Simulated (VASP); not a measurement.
A calculation with VASP 6.6.1 of HgTe (ASE script, structure typed inline):

The input run.py:

```python
from ase import Atoms
from ase.calculators.vasp import Vasp
from ase.dft.bandgap import bandgap

atoms = Atoms(
    ['Hg', 'Te'],
    cell=[[0.0, 3.18, 3.18], [3.18, 0.0, 3.18], [3.18, 3.18, 0.0]],
    scaled_positions=[[0.0, 0.0, 0.0], [0.5, 0.5, 0.5]],
    pbc=True,
)
calc = Vasp(
    directory='calc',
    xc='lda',
    pp='LDA',
    setups='materialsproject',
    prec='Accurate',
    encut=520,
    ediff=1e-06,
    ismear=0,
    sigma=0.1,
    lreal=False,
    lasph=True,
    nelm=60,
    algo='Normal',
    isif=2,
    lwave=False,
    lcharg=True,
    lelf=True,
    lvhar=True,
    kpts=[7, 7, 7],
    gamma=True,
)
atoms.calc = calc

print('energy (eV):', atoms.get_potential_energy())
print('free energy (eV):', atoms.get_potential_energy(force_consistent=True))
print('forces (eV/A):')
print(atoms.get_forces())
print('stress (eV/A^3, Voigt):', atoms.get_stress())
print('Fermi level (eV):', calc.get_fermi_level())
gap, top, bottom = bandgap(calc)
print('band gap (eV):', gap, 'from (spin, k, band)', top, 'to', bottom)
```

Potentials or basis: VASP PAW LDA potentials, release 64 (Hg, Te).

Launch:

```sh
$ python run.py
```

Measurements of this composition are mostly on another form, of space group No. 216.

Write the same calculation in another form: native input, structure from a POSCAR.

As run:

INCAR

```
SYSTEM = HgTe
PREC     = Accurate       ! precision mode
ENCUT    = 520            ! plane-wave cutoff, eV
EDIFF    = 1E-6           ! SCF threshold, eV
ISMEAR   = 0              ! smearing method
SIGMA    = 0.1            ! smearing width, eV
LREAL    = .FALSE.        ! projectors in reciprocal space
LASPH    = .TRUE.         ! aspherical terms in the spheres
NELM     = 60             ! most SCF steps
ALGO     = Normal         ! electronic algorithm
ISIF     = 2              ! what is computed and relaxed
LWAVE    = .FALSE.        ! write WAVECAR
LCHARG   = .FALSE.        ! write CHGCAR
```

The input KPOINTS:

```
regular mesh
0
G
  7 7 7
  0 0 0
```

Contents of POSCAR:

```
HgTe
4.4972
    0.000000000000      0.707106644134      0.707106644134
    0.707106644134      0.000000000000      0.707106644134
    0.707106644134      0.707106644134      0.000000000000
Hg Te
1 1
Direct
    0.0000000000      0.0000000000      0.0000000000
    0.5000000000      0.5000000000      0.5000000000
```

Potentials or basis: VASP PAW LDA potentials, release 64 (Hg, Te).

Run with:

```sh
$ cat potpaw_LDA.64/Hg/POTCAR potpaw_LDA.64/Te/POTCAR > POTCAR
$ mpirun -np 1 vasp_std > vasp.out
```

Both were run:

|  | ASE script, structure typed inline | native input, structure from a POSCAR |
| --- | --- | --- |
| Pressure | -7.7 GPa | -7.7 GPa |
| Band gap on the k mesh | none (metal or under the smearing width) | none (metal or under the smearing width) |

Keys that steer only the numerical path or the files written may differ.
